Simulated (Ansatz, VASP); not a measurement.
# AlGa3As4 (random alloy of the zinc-blende GaAs-AlAs line, x = 0.25): VASP beside Ansatz, part 2 of 2

One calculation is typed for both programs; each brings its own data sets. How far apart do they land? Of the first pair: The structure shown is the start of the Ansatz relaxation below; VASP solves that cell, so the two are compared at the walk's first step.

VASP 6.6.1 and Ansatz 0.2.0.

So far: Set-up; Ansatz: relaxation, PBE.

## (3) VASP: single point, PBE, start cell, pair 1

Level of this step: PBE; plane waves and PAW (Ga_d, As, Al) (VASP).

The same cell, functional, mesh and smearing now go to VASP, with its own data sets.

Lines of VASP's logs that name or quote its potential files are left out, and so is its time.

INCAR

```
SYSTEM = AlGa3As4
PREC = Accurate
ENCUT = 400
EDIFF = 1E-06
NELM = 120
ISMEAR = -1
SIGMA = 0.025
LREAL = Auto
ALGO = Normal
GGA = PE
NBANDS = 296
LORBIT = 11
LWAVE = .FALSE.
LCHARG = .FALSE.
ISIF = 2
LASPH = .TRUE.
GGA_COMPAT = .FALSE.
EFERMI = MIDGAP
NCORE = 2
```

POSCAR

```
AlGa3As4
1.0
   11.4900000000      0.0000000000      0.0000000000
    0.0000000000     11.4900000000      0.0000000000
    0.0000000000      0.0000000000     11.4900000000
Ga As Al
24 32 8
Direct
    0.0028285466      0.9989382071      0.9990774587
    0.0030374238      0.2486771105      0.2505570061
    0.2494429939      0.9993298520      0.2519669278
    0.2500696258      0.2510095735      0.9980765883
    0.9987989556      0.2493124456      0.7487989556
    0.2480591819      0.0004090513      0.7528894691
    0.2487032202      0.2529503916      0.5000870322
    0.0002088773      0.5010704961      0.0005221932
    0.2486858138      0.5021758050      0.2508877285
    0.2519669278      0.7526457789      0.0038033072
    0.2503481288      0.5002088773      0.7488337685
    0.4993994778      0.0000783290      0.9989208007
    0.5006962576      0.2510269800      0.2480939948
    0.7495387293      0.0000609225      0.2476066144
    0.7506092254      0.2477197563      0.9999303742
    0.4999564839      0.9986510009      0.5022193211
    0.5028285466      0.2505918190      0.7479112272
    0.7478590078      0.0009573542      0.7513838120
    0.7514012185      0.2500783290      0.4996779809
    0.5009225413      0.5002436902      0.0001392515
    0.4994604003      0.7457615318      0.2518102698
    0.7504264578      0.7494778068      0.0008616188
    0.7477806789      0.5005483029      0.7508790252
    0.7509834639      0.7504177546      0.5004873803
    0.1231331593      0.1265100087      0.1209921671
    0.1245691906      0.3775456919      0.3714099217
    0.3730896432      0.1246997389      0.3734725849
    0.3769886858      0.3765709312      0.1258659704
    0.1233681462      0.1245256745      0.6259181897
    0.1235335074      0.3738294169      0.8749782419
    0.3762924282      0.1246736292      0.8734464752
    0.3738903394      0.3753263708      0.6286597041
    0.1243864230      0.6230113142      0.1243864230
    0.1266231506      0.8755004352      0.3765361184
    0.3744821584      0.6258485640      0.3748738033
    0.3725674500      0.8724891210      0.1241166232
    0.1214795474      0.6244734552      0.6264403829
    0.1246475196      0.8753176675      0.8757093124
    0.3756570931      0.6252132289      0.8769712794
    0.3738903394      0.8757441253      0.6251261967
    0.6262228024      0.1242210618      0.1271279373
    0.6252915579      0.3762924282      0.3733420366
    0.8755526545      0.1264664926      0.3734986945
    0.8721932115      0.3769538729      0.1257093124
    0.6284160139      0.1217667537      0.6271540470
    0.6265013055      0.3746910357      0.8739512620
    0.8739077459      0.1259094865      0.8730113142
    0.8748215840      0.3765100087      0.6263098346
    0.6260835509      0.6253959965      0.1261879896
    0.6288076588      0.8757702350      0.3748302872
    0.8730461271      0.6240992167      0.3732637076
    0.8746997389      0.8767188860      0.1253698869
    0.6265709312      0.6293994778      0.6245691906
    0.6244995648      0.8761792863      0.8744386423
    0.8772497824      0.6248128808      0.8739338555
    0.8748738033      0.8770234987      0.6256396867
    0.0015665796      0.9988076588      0.4997911227
    0.9996431680      0.7510182768      0.2514621410
    0.0002785030      0.5015317668      0.5005483029
    0.0004003481      0.7513315927      0.7496083551
    0.2520887728      0.7503220191      0.4993472585
    0.7497563098      0.4997911227      0.2500261097
    0.5038120104      0.4967014795      0.4988685814
    0.5000783290      0.7496083551      0.7523237598
```

KPOINTS

```
Automatic mesh
0
Gamma
1 1 1
0 0 0
```

PAW data sets: Ga_d, As and Al (PBE family, release 64).

Run with:

```bash
mpirun -np 8 vasp_gam
```

Numbers of over 12 decimals in the logs are rounded to 6 here.

Output:

```text
[banner, memory and clock lines left out]
running    8 mpi-ranks, on    1 nodes
[...]
LDA part: xc-table for (Slater+PW92), standard interpolation
 POSCAR, INCAR and KPOINTS ok, starting setup
[...]
entering main loop
       N       E                     dE             d eps       ncg     rms          rms(c)
DAV:   1     0.719809928507E+04    0.71981E+04   -0.17145E+05   632   0.213E+03
DAV:   2     0.154136593791E+04   -0.56567E+04   -0.54776E+04   632   0.618E+02
DAV:   3    -0.597005738761E+02   -0.16011E+04   -0.15111E+04   776   0.218E+02
DAV:   4    -0.262165425336E+03   -0.20246E+03   -0.19631E+03   752   0.760E+01
[...]
DAV:  16    -0.267698383506E+03   -0.86535E-05   -0.91121E-05   656   0.371E-02    0.599E-03
DAV:  17    -0.267698383910E+03   -0.40420E-06   -0.11655E-05   488   0.285E-02    0.341E-03
DAV:  18    -0.267698384134E+03   -0.22387E-06   -0.17632E-06   400   0.268E-02
   1 F= -.26769838E+03 E0= -.26769833E+03  d E =-.104793E-03
```

Parts of OUTCAR (step 3):

```text
  Total        0.5563465      0.6386792      0.6609168      0.6745785      0.9747479     -0.7694396
  in kB        0.5876190      0.6745797      0.6980673      0.7124969      1.0295390     -0.8126902
  external PRESSURE =       0.6534220 kB  Pullay stress =       0.0000000 kB

 POSITION                                       TOTAL-FORCE (eV/Angst)
 -----------------------------------------------------------------------------------
      0.03250     11.47780     11.47940        -0.479284      0.190544     -0.056470
      0.03490      2.85730      2.87890        -0.382395      0.209993     -0.296172
      2.86610     11.48230      2.89510        -0.110579      0.132696     -0.450934
      2.87330      2.88410     11.46790         0.183386      0.018696      0.076047
     11.47620      2.86460      8.60370        -0.001229      0.097538      0.063655
      2.85020      0.00470      8.65070         0.129513      0.050938     -0.230218
      2.85760      2.90640      5.74600        -0.011787     -0.175170     -0.028839
      0.00240      5.75730      0.00600        -0.144285     -0.258572     -0.069166
      2.85740      5.77000      2.88270         0.242961     -0.082820     -0.227909
      2.89510      8.64790      0.04370        -0.396685     -0.454991     -0.405170
      2.87650      5.74740      8.60410        -0.212764      0.088239      0.390453
      5.73810      0.00090     11.47760        -0.009590     -0.021266      0.198496
      5.75300      2.88430      2.85060        -0.104537     -0.141979      0.180938
      8.61220      0.00070      2.84500         0.205554      0.074757      0.262986
[...]
-----------------------------------------------------------------------------------
    total drift:                                0.009029     -0.024400      0.011293

  FREE ENERGIE OF THE ION-ELECTRON SYSTEM (eV)
  ---------------------------------------------------
  free  energy   TOTEN  =      -267.6983841339 eV

  energy  without entropy=     -267.6982793407  energy(sigma->0) =     -267.69833174

[... 2 further parts left out ...]
```

The run ends at a pressure of 0.07 GPa, with forces up to 0.86 eV/Å.

## (4) Differences

Known differences besides the potentials themselves: the data sets hold 816 valence electrons in Ansatz (on its default PAW (the set named soft_2) files) and 496 in VASP; the cutoff is 420 eV in Ansatz and 400 eV in VASP (PREC = Accurate, projectors in real space). Total energies have different zeros and are not compared.

Forces on 9 of the 64 atoms, those with the largest forces and the largest differences (eV/Å; atoms numbered as in POSCAR):

```
atom          Ansatz x, y, z            VASP x, y, z
Ga10  -0.392, -0.453, -0.401  -0.397, -0.455, -0.405
As25    0.385, -0.180, 0.374    0.387, -0.181, 0.375
As27     0.311, 0.178, 0.260     0.321, 0.180, 0.267
As32    0.331, 0.033, -0.542    0.336, 0.035, -0.553
As36     0.535, 0.433, 0.488     0.545, 0.442, 0.498
As37    0.458, 0.226, -0.252    0.465, 0.231, -0.256
As45   -0.369, 0.431, -0.466   -0.372, 0.435, -0.471
As50   -0.458, -0.123, 0.000   -0.471, -0.125, 0.001
Al63    -0.356, 0.390, 0.287    -0.360, 0.393, 0.290
```

The forces differ by 4.2 meV/Å r.m.s., which is 1.9 % of the r.m.s. force of 0.222 eV/Å (both taken over all components).

## (5) Ansatz: relaxation, PBE

This run makes the geometry at which the two programs are then compared.

The structure compared here is the end of the Ansatz relaxation.

This is the run of step 2 again, met here at its other cell.

## (6) VASP: single point, PBE, relaxed cell, pair 2

The same cell, functional, mesh and smearing now go to VASP, with its own data sets.

Edit INCAR of step 3 so:

```diff
@@ -2,3 +2,3 @@
 PREC = Accurate
-ENCUT = 400
+ENCUT = 500
 EDIFF = 1E-06
```

POSCAR

```
AlGa3As4
1.0
   11.4879790000     -0.0006040000      0.0005890000
   -0.0006040000     11.4887590000     -0.0010020000
    0.0005890000     -0.0010020000     11.4887320000
Ga As Al
24 32 8
Direct
    0.0001300000      0.0000900000      0.0001700000
    0.0000900000      0.2502600000      0.2501200000
    0.2500500000      0.0000500000      0.2502400000
    0.2501000000      0.2504200000      0.0000100000
    0.0001400000      0.2503300000      0.7499600000
    0.2500200000      0.0001900000      0.7500400000
    0.2501000000      0.2502100000      0.5001800000
    0.0001200000      0.5004100000      0.0001800000
    0.2500100000      0.5004300000      0.2502700000
    0.2501600000      0.7502000000      0.0001200000
    0.2501200000      0.5004300000      0.7499300000
    0.5002300000      0.0000700000      0.9999600000
    0.5001900000      0.2503900000      0.2500900000
    0.7501600000      0.0002800000      0.2500400000
    0.7503600000      0.2502700000      0.0000500000
    0.5000700000      0.9999800000      0.5002000000
    0.5000900000      0.2502900000      0.7498800000
    0.7501000000      0.0000900000      0.7500000000
    0.7502200000      0.2503800000      0.4998000000
    0.5000900000      0.5004400000      0.0000100000
    0.5001900000      0.7498300000      0.2501500000
    0.7501700000      0.7503400000      0.0001100000
    0.7501500000      0.5004100000      0.7499700000
    0.7504000000      0.7499300000      0.5002600000
    0.1251400000      0.1252400000      0.1251500000
    0.1246800000      0.3756200000      0.3755700000
    0.3752900000      0.1251700000      0.3750700000
    0.3750700000      0.3754700000      0.1251800000
    0.1246000000      0.1248200000      0.6246600000
    0.1249900000      0.3755300000      0.8749500000
    0.3751700000      0.1252000000      0.8750200000
    0.3755100000      0.3757400000      0.6246100000
    0.1246200000      0.6257600000      0.1255700000
    0.1246500000      0.8747700000      0.3755300000
    0.3750700000      0.6253200000      0.3760500000
    0.3753400000      0.8751000000      0.1252700000
    0.1246800000      0.6256800000      0.6246100000
    0.1246800000      0.8747500000      0.8747400000
    0.3755300000      0.6256800000      0.8746100000
    0.3750200000      0.8743600000      0.6250700000
    0.6249900000      0.1252200000      0.1250600000
    0.6250300000      0.3759500000      0.3750800000
    0.8756400000      0.1248100000      0.3755300000
    0.8750100000      0.3756900000      0.1254400000
    0.6252300000      0.1252300000      0.6248300000
    0.6251400000      0.3753200000      0.8749800000
    0.8753100000      0.1251400000      0.8749200000
    0.8755400000      0.3756700000      0.6246500000
    0.6256200000      0.6248500000      0.1254100000
    0.6252500000      0.8749800000      0.3751900000
    0.8755700000      0.6247500000      0.3746300000
    0.8756000000      0.8747200000      0.1255600000
    0.6242700000      0.6252300000      0.6249500000
    0.6248300000      0.8747500000      0.8746800000
    0.8755700000      0.6256300000      0.8747600000
    0.8759100000      0.8751700000      0.6250200000
    0.0001900000      0.9999300000      0.4999600000
    0.0000800000      0.7503000000      0.2505400000
    0.0001000000      0.5006100000      0.5001400000
    0.0001300000      0.7500900000      0.7498700000
    0.2498800000      0.7503400000      0.5000600000
    0.7501900000      0.5001300000      0.2502900000
    0.5002200000      0.5002300000      0.4998500000
    0.5002000000      0.7503300000      0.7498800000
```

KPOINTS is that of step 3.

Run with:

```bash
mpirun -np 8 vasp_gam
```

Output:

```text
[... set-up lines as in an earlier step ...]
 entering main loop
       N       E                     dE             d eps       ncg     rms          rms(c)
DAV:   1     0.780227533605E+04    0.78023E+04   -0.19534E+05   632   0.242E+03
DAV:   2     0.192392468175E+04   -0.58784E+04   -0.56603E+04   592   0.704E+02
DAV:   3    -0.898810301137E+01   -0.19329E+04   -0.18252E+04   792   0.247E+02
DAV:   4    -0.259406103053E+03   -0.25042E+03   -0.24150E+03   752   0.855E+01
[...]
DAV:  15    -0.268046281481E+03   -0.13017E-04   -0.97981E-05   728   0.901E-02    0.452E-03
DAV:  16    -0.268046286741E+03   -0.52601E-05   -0.55929E-05   736   0.365E-02    0.248E-03
DAV:  17    -0.268046287448E+03   -0.70662E-06   -0.49507E-06   512   0.119E-02
   1 F= -.26804629E+03 E0= -.26804625E+03  d E =-.741947E-04
```

Parts of OUTCAR (step 6):

```text
  Total        1.6744732      1.6353247      1.6880046      0.0660148      0.0838888     -0.0721907
  in kB        1.7692937      1.7279284      1.7835913      0.0697530      0.0886392     -0.0762787
  external PRESSURE =       1.7602711 kB  Pullay stress =       0.0000000 kB

 POSITION                                       TOTAL-FORCE (eV/Angst)
 -----------------------------------------------------------------------------------
      0.00149      0.00103      0.00195         0.002115      0.002857     -0.000335
      0.00103      2.87493      2.87331         0.003058      0.001233     -0.000999
      2.87272      0.00017      2.87509        -0.000061      0.003915     -0.001126
      2.87299      2.87686      0.00001        -0.000181     -0.002047     -0.001579
      0.00190      2.87523      8.61584         0.001275      0.001119     -0.001441
      2.87267      0.00128      8.61716         0.002430      0.002098     -0.001321
      2.87329      2.87395      5.74633         0.000638      0.000411     -0.000111
      0.00108      5.74909      0.00157         0.001856     -0.004323     -0.002187
      2.87195      5.74892      2.87493         0.001041      0.001391     -0.001504
      2.87338      8.61872      0.00077        -0.001968     -0.004153      0.000575
      2.87351      5.74842      8.61539         0.000752     -0.002966      0.000346
      5.74722     -0.00050     11.48857         0.001859      0.003804     -0.000374
      5.74617      2.87612      2.87326        -0.000867     -0.000042      0.000016
      8.61797      0.00251      2.87308         0.005125      0.001072     -0.000519
[...]
-----------------------------------------------------------------------------------
    total drift:                               -0.028777     -0.047482     -0.006389

  FREE ENERGIE OF THE ION-ELECTRON SYSTEM (eV)
  ---------------------------------------------------
  free  energy   TOTEN  =      -268.0462874478 eV

  energy  without entropy=     -268.0462132531  energy(sigma->0) =     -268.04625035

[... 1 part as in an earlier step ...]

[... 1 further part left out ...]
```

The run ends at a pressure of 0.18 GPa, with forces up to 0.0086 eV/Å.

## (7) Differences

What differs besides the data sets and the points named for the pairs above, as far as they apply: the data sets hold 816 valence electrons in Ansatz (on its default PAW (the set named soft_2) files) and 496 in VASP; the cutoff is 420 eV in Ansatz and 500 eV in VASP (PREC = Accurate, projectors in real space). Total energies have different zeros and are not compared.

The two programs side by side:

| quantity | Ansatz | VASP | difference |
| --- | --- | --- | --- |
| pressure (GPa) | 0.01 | 0.18 | -0.17 |
| gap on the k mesh (eV) | 0.505 | 0.507 | -0.002 |

The largest component of a force difference here is 9 meV/Å. A gap on the mesh is an upper bound, since the band edges may lie between its points.

## (8) Results

```json
{"r.m.s. force difference (single point, PBE, start cell, pair 1)": "1.9 % of the r.m.s. force", "difference in gap on the k mesh (single point, PBE, relaxed cell, pair 2)": "-0.0025 eV"}
```

In words: The r.m.s. force difference is 1.9 % of the r.m.s. force (single point, PBE, start cell, pair 1), within the 3 % picked in this series as the mark of a large difference. The data sets hold unlike numbers of valence electrons (816 in Ansatz and 496 in VASP), so part of the differences may come from the potentials. How closely two codes agree says nothing of how well the functional describes the real material.

[Lines on the potential files, build, host, timing and source positions are cut from VASP's logs without a mark.]

[Logs are printed without paths, hosts, clocks, repeated set-up lines and the standing remarks that a program may print on its own settings, such as how far it seeks lower states.]

[Hosts, paths, dates, database ids (printed as entryN), source tags and the programs' standing remarks are cut or masked in the printed files.]
